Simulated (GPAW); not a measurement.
**Ni5 on Cu4 001: parallel and opposed starts**

Aim: find out whether Ni5 on Cu4 001 carries moments, and which collinear order costs least.

Method: PBE; plane waves with GPAW's PAW setups, scalar-relativistic, in GPAW 26.7.0.

## Step 1: Starting point

The cell holds 9 atoms: 4 Cu and 5 Ni. Cell: a = 2.556 Å, b = 2.556 Å, c = 25.827 Å, α = 90.0°, β = 90.0°, γ = 90.0°. ideal sites on the substrate's mesh, layer spacings from atomic volumes, unrelaxed, 12 A of vacuum. Vacuum lies along c.

## Step 2: Run 1 (ferro +++++)

The parallel start comes first: it fits the smallest cell, keeps the most symmetry and shows whether parallel moments form.

Input file order1.py:

```python
import json
import numpy as np
from ase import Atoms
from ase.parallel import paropen, parprint
from gpaw import GPAW

atoms = Atoms(['Cu', 'Cu', 'Cu', 'Cu', 'Ni', 'Ni', 'Ni', 'Ni', 'Ni'],
    cell=[[2.556191, 0.0, 0.0],
         [0.0, 2.556191, 0.0],
         [0.0, 0.0, 25.827433]],
    scaled_positions=[[0.0, 0.0, 0.232311],
         [0.5, 0.5, 0.302233],
         [0.0, 0.0, 0.372155],
         [0.5, 0.5, 0.442077],
         [0.0, 0.0, 0.509333],
         [0.5, 0.5, 0.573922],
         [0.0, 0.0, 0.638511],
         [0.5, 0.5, 0.7031],
         [0.0, 0.0, 0.767689]],
    pbc=True,
    magmoms=[0.0, 0.0, 0.0, 0.0, 0.8, 0.8, 0.8, 0.8, 0.8])
atoms.calc = GPAW(mode={'name': 'pw', 'ecut': 450},
    xc='PBE',
    kpts={'size': (18, 18, 1), 'gamma': True},
    occupations={'name': 'fermi-dirac', 'width': 0.05},
    convergence={'density': 1e-05, 'energy': 1e-05},
    maxiter=200,
    mixer={'name': 'pulay', 'beta': 0.03, 'nmaxold': 8, 'weight': 100},
    symmetry={'tolerance': 1e-4},
    txt='order1.txt')
e = atoms.get_potential_energy(force_consistent=True)
res = {'free_energy': e, 'energy_sigma0': atoms.get_potential_energy(), 'fermi_energy': atoms.calc.get_fermi_level()}
res['moments'] = atoms.get_magnetic_moments().tolist()
res['total'] = atoms.get_magnetic_moment()
parprint('site moments (muB):', np.round(res['moments'], 3))
parprint(f"total moment: {res['total']:.3f} muB")
parprint(f'free energy: {e:.6f} eV')
atoms.calc.write('order1.gpw')
with paropen('results.json', 'w') as f:
    json.dump(res, f)
```

Launch:

```sh
$ OMP_NUM_THREADS=1 mpirun -n 4 gpaw python order1.py > order1.log
```

Numbers of over 12 decimals in the logs are rounded to 6 here.

Output:

```text
site moments (muB): [-0.001 -0.001 -0.005 -0.003  0.471  0.639  0.697  0.688  0.773]
total moment: 3.059 muB
free energy: -49.298169 eV

--- order1.txt ---
Input parameters:
  mode=PW(ecut=450),
  convergence={'density': 1e-05, 'energy': 1e-05},
  kpts=MonkhorstPack(size=(18, 18, 1), gamma=True),
  maxiter=200,
  mixer=Pulay(name='pulay', nmaxold=8, beta=0.03, weight=100, sigma=0.015, g_ss=None),
  occupations=Occupations(name='fermi-dirac', width=0.05),
  symmetry=Symmetry(tolerance=0.0001),
  xc=XC(name='PBE')

Diagonalizing LCAO Hamiltonian
Converting LCAO to pw mode
   .-----.
  /|     |
 * |     |
 | |     |
 | |     |
 | |     |
 | |     |
 | |     |
 | |     |
 Ni|     |
 | |     |
 | | Ni  |
 | |     |
 | |     |
 Ni|     |
 | | Ni  |
 | |     |
 | |     |
 Ni|     |
 | | Cu  |
 | |     |
 | |     |
 Cu|     |
 | | Cu  |
 | |     |
 | |     |
 | |     |
 Cu|     |
 | |     |
 | |     |
 | |     |
 | |     |
 | .-----.
 |/     /
 *-----*

Atoms  # Å, Bohr magnetons
|   | symbol |        x |        y |         z |    initial magnetic moments |
|---|--------|----------|----------|-----------|-----------------------------|
| 0 |     Cu | 0.000000 | 0.000000 |  5.999997 | ( 0.0000,  0.0000,  0.0000) |
| 1 |     Cu | 1.278096 | 1.278096 |  7.805903 | ( 0.0000,  0.0000,  0.0000) |
| 2 |     Cu | 0.000000 | 0.000000 |  9.611808 | ( 0.0000,  0.0000,  0.0000) |
| 3 |     Cu | 1.278096 | 1.278096 | 11.417714 | ( 0.0000,  0.0000,  0.0000) |
| 4 |     Ni | 0.000000 | 0.000000 | 13.154764 | ( 0.0000,  0.0000,  0.8000) |
| 5 |     Ni | 1.278096 | 1.278096 | 14.822932 | ( 0.0000,  0.0000,  0.8000) |
| 6 |     Ni | 0.000000 | 0.000000 | 16.491100 | ( 0.0000,  0.0000,  0.8000) |
| 7 |     Ni | 1.278096 | 1.278096 | 18.159268 | ( 0.0000,  0.0000,  0.8000) |
| 8 |     Ni | 0.000000 | 0.000000 | 19.827436 | ( 0.0000,  0.0000,  0.8000) |

Unit cell  # Å
| periodic |        x |        y |         z |   lengths |    angles |
|----------|----------|----------|-----------|-----------|-----------|
|      yes | 2.556191 | 0.000000 |  0.000000 |  2.556191 | 90.000000 |
|      yes | 0.000000 | 2.556191 |  0.000000 |  2.556191 | 90.000000 |
|      yes | 0.000000 | 0.000000 | 25.827433 | 25.827433 | 90.000000 |

Number of symmetries: 8

BZ-sampling:
  Number of BZ points: 324
  Number of IBZ points: 55

  Monkhorst-Pack size: [18, 18, 1]
  Monkhorst-Pack shift: [0.027778, 0.027778, 0.0]

K-points  # in reciprocal-cell coordinates
|     |                                coordinates |     weight |
|-----|--------------------------------------------|------------|
|   0 | ( -0.00000000,  -0.00000000,   0.00000000) | 0.00308642 |
|   1 | (  0.05555556,  -0.00000000,   0.00000000) | 0.01234568 |
|   2 | (  0.05555556,   0.05555556,   0.00000000) | 0.01234568 |
|   3 | (  0.11111111,  -0.00000000,   0.00000000) | 0.01234568 |
|   4 | (  0.11111111,   0.05555556,   0.00000000) | 0.02469136 |
|   5 | (  0.11111111,   0.11111111,   0.00000000) | 0.01234568 |
|   6 | (  0.16666667,  -0.00000000,   0.00000000) | 0.01234568 |
|   7 | (  0.16666667,   0.05555556,   0.00000000) | 0.02469136 |
|   8 | (  0.16666667,   0.11111111,   0.00000000) | 0.02469136 |
|   9 | (  0.16666667,   0.16666667,   0.00000000) | 0.01234568 |
| ... |                                            |            |
|  54 | (  0.50000000,   0.50000000,   0.00000000) | 0.00308642 |

Plane wave coefficients: 3708
Cutoff: 450.000000 eV

Spin-components: 2 (collinear spins)
Bands:           81
Projectors:      54
Spin-degeneracy: 1
Datatype:        complex128

Parallelization:
  kpt:    4
  domain: 1
  band:   1

Density:
  Valence electrons: 124.0
  Components: 2
  Grid points: [ 14  14 128]
  Charge: 0.0  # |e|

Potential:
  Grid points: [ 14  14 128]

species:
  Cu:
    name:    Copper
    Z:       29.0
    valence: 11
    core:    18
    charge:  0.0  # [|e|]
    compensation charges:
      type: gauss
      rc: 0.33  # [Å]
      lmax: 2
    cutoffs:
      filter: 2.06  # [Å]
      core: 2.43  # [Å]
    projectors
    | kind |    occ | energy [eV] | rcut [Å] |
    |------|--------|-------------|----------|
    |   4s |  1.000 |      -4.609 |    1.164 |
    |   4p |  0.000 |      -0.698 |    1.164 |
    |   3d | 10.000 |      -5.039 |    1.058 |
    |    s |        |      22.603 |    1.164 |
    |    p |        |      26.513 |    1.164 |
    |    d |        |      22.172 |    1.058 |

    Using partial waves for Cu as LCAO basis

  Ni:
    name:    Nickel
    Z:       28.0
    valence: 16
    core:    12
    charge:  0.0  # [|e|]
    compensation charges:
      type: gauss
      rc: 0.36  # [Å]
      lmax: 2
    cutoffs:
      filter: 2.14  # [Å]
      core: 1.98  # [Å]
    projectors
    | kind |    occ | energy [eV] | rcut [Å] |
    |------|--------|-------------|----------|
    |   4s |  2.000 |      -5.642 |    1.164 |
    |   3p |  6.000 |     -71.394 |    1.207 |
    |   4p |  0.000 |      -1.226 |    1.207 |
    |   3d |  8.000 |      -8.875 |    1.138 |
    |    s |        |      21.570 |    1.164 |
    |    d |        |      18.337 |    1.138 |

    Using partial waves for Ni as LCAO basis

Reference energy: -386925.799601  # eV

eigensolver:
  PPCG
  Converge bands: occupied
  niter=2

density mixing:
  Pulay-Mixer
  Linear mixing parameters: 0.03
  Old densities: 8
  Fourier metric: weight=100, sigma=0.015

occupation numbers:
  Fermi-Dirac:
    width: 0.0500  # eV

poisson solver:
  ecut: 3600.000000  # eV

xc functional:
  name: PBE with 2 nearest neighbor stencil

convergence criteria:
- Maximum integral of absolute [dens]ity change: 1e-05 electrons / valence electron
- Maximum [total energy] change in last 3 cyles: 1e-05 eV / valence electron
- Maximum integral of absolute [eigenst]ate change: 4e-08 eV^2 / valence electron
maximum number of iterations: 200

SCF iterations
|iter     |      energy | eigst |  dens |  magmom |
|---------|-------------|-------|-------|---------|
|iter:   1|       0s |  -74.638387 | +0.52 |       |  +4.0036|
|iter:   2|      11s | -227.638856 | +1.30 | -0.73 |  +3.8911|
|iter:   3|      21s |  -59.720219 | +0.71 | -0.45 |  +3.8821|
|iter:   4|      31s |  -50.835642 | +0.60 | -0.92 |  +3.8676|
|iter:   5|      41s |  -50.402889 | -0.74 | -1.28 |  +3.8456|
|iter:   6|      51s |  -49.771635 | -1.64 | -1.28 |  +3.7833|
|iter:   7|      61s |  -49.479359 | -2.19 | -1.38 |  +3.7443|
|iter:   8|      71s |  -49.197851 | -2.07 | -1.47 |  +3.6584|
|iter:   9|      81s |  -49.107310 | -2.42 | -1.57 |  +3.6026|
|iter:  10|      91s |  -49.114555 | -2.60 | -1.70 |  +3.5356|
[... 36 iterations left out ...]
|iter:  47|     438s |  -49.255941c| -7.86c| -4.58 |  +3.0593|
|iter:  48|     444s |  -49.255939c| -7.79c| -4.64 |  +3.0594|
|iter:  49|     449s |  -49.255938c| -8.08c| -4.73 |  +3.0594|
|iter:  50|     454s |  -49.255938c| -8.10c| -4.77 |  +3.0593|
|iter:  51|     459s |  -49.255937c| -8.40c| -4.84 |  +3.0593|
|iter:  52|     464s |  -49.255936c| -8.57c| -4.87 |  +3.0593|
|iter:  53|     469s |  -49.255936c| -8.71c| -4.88 |  +3.0593|
|iter:  54|     474s |  -49.255935c| -8.76c| -4.91 |  +3.0593|
|iter:  55|     479s |  -49.255935c| -8.76c| -4.95 |  +3.0593|
|iter:  56|     484s |  -49.255934c| -8.50c| -5.00c|  +3.0594|

Converged in 56 steps
Energy contributions relative to reference atoms: (reference = -386925.799601)

Energy contributions:
  Kinetic:         -19.072255
  Coulomb:          16.850172
  Zero:              1.073756
  External:          0.000000
  Xc:              -48.065372
  Entropy:          -0.084469
  Spinorbit:         0.000000
  ----------------------------
  Free energy:     -49.298169
  Extrapolated:    -49.255934

dipole moment: (-26.735294, -26.735294, -0.036819)  # |e|*Ang

Total magnetic moment: (0.000000, 0.000000, 3.059381)

Local magnetic moments
|        x |        y |         z |
|----------|----------|-----------|
| 0.000000 | 0.000000 | -0.000831 |  # Cu   0
| 0.000000 | 0.000000 | -0.000975 |  # Cu   1
| 0.000000 | 0.000000 | -0.004721 |  # Cu   2
| 0.000000 | 0.000000 | -0.003078 |  # Cu   3
| 0.000000 | 0.000000 |  0.470505 |  # Ni   4
| 0.000000 | 0.000000 |  0.639400 |  # Ni   5
| 0.000000 | 0.000000 |  0.696995 |  # Ni   6
| 0.000000 | 0.000000 |  0.688055 |  # Ni   7
| 0.000000 | 0.000000 |  0.773079 |  # Ni   8

Fermi level: 3.164
Eigenvalues  # (at kpt = [-0.000, -0.000, 0.000])
| band index |      eig [eV] | occ [0-1] |      eig [eV] | occ [0-1] |
|------------|---------------|-----------|---------------|-----------|
|          0 |       -61.004 |     1.000 |       -60.165 |     1.000 |
|        ... |               |           |               |           |
|         58 |         2.079 |     1.000 |         2.586 |     1.000 |
|         59 |         2.259 |     1.000 |         2.623 |     1.000 |
|         60 |         2.268 |     1.000 |         2.889 |     0.996 |
|         61 |         2.350 |     1.000 |         3.117 |     0.721 |
|         62 |         2.350 |     1.000 |         3.117 |     0.721 |
|         63 |         2.521 |     1.000 |         3.154 |     0.550 |
|         64 |         2.642 |     1.000 |         3.339 |     0.030 |
|         65 |         2.654 |     1.000 |         3.475 |     0.002 |
|         66 |         2.654 |     1.000 |         3.519 |     0.001 |
|         67 |         3.413 |     0.007 |         3.519 |     0.001 |
|         68 |         4.354 |     0.000 |         4.383 |     0.000 |
|         69 |         5.689 |     0.000 |         5.679 |     0.000 |
|         70 |         7.588 |     0.000 |         7.573 |     0.000 |
|         71 |         8.422 |     0.000 |         8.397 |     0.000 |
|         72 |        10.061 |     0.000 |        10.065 |     0.000 |
|        ... |               |           |               |           |
|         80 |        18.252 |     0.000 |        17.257 |     0.000 |

No gap
No difference between direct/indirect transitions
```

It took 8.5 min on 4 MPI ranks of Intel Xeon at 2.60GHz (Ice Lake), shared host; peak memory 1.5 GiB; 34 min of CPU time.

Spin moment in the augmentation sphere by atom:

| atom | spin moment in the augmentation sphere (μB) |
| --- | --- |
| Cu1 | -0.001 |
| Cu2 | -0.001 |
| Cu3 | -0.005 |
| Cu4 | -0.003 |
| Ni5 | 0.471 |
| Ni6 | 0.639 |
| Ni7 | 0.697 |
| Ni8 | 0.688 |
| Ni9 | 0.773 |

Read from the output:

| Item | Value |
| --- | --- |
| magnetization | 3.059 μB |
| final state | ferromagnetic |

After 56 cycles the largest moment stands at 0.773 μB.

[end of part 1 of 2]

[Logs and program files are shortened in this print: banners, set-up blocks, solver, clock and traceback lines can be left out without a mark of their own.]

[Logs are printed without paths, hosts, clocks, repeated set-up lines and the standing remarks that a program may print on its own settings, such as how far it seeks lower states.]

[Hosts, paths, dates, database ids (printed as entryN), source tags and the programs' standing remarks are cut or masked in the printed files.]

[Where a cell is said to come from a database of computed structures, the database is the Materials Project.]
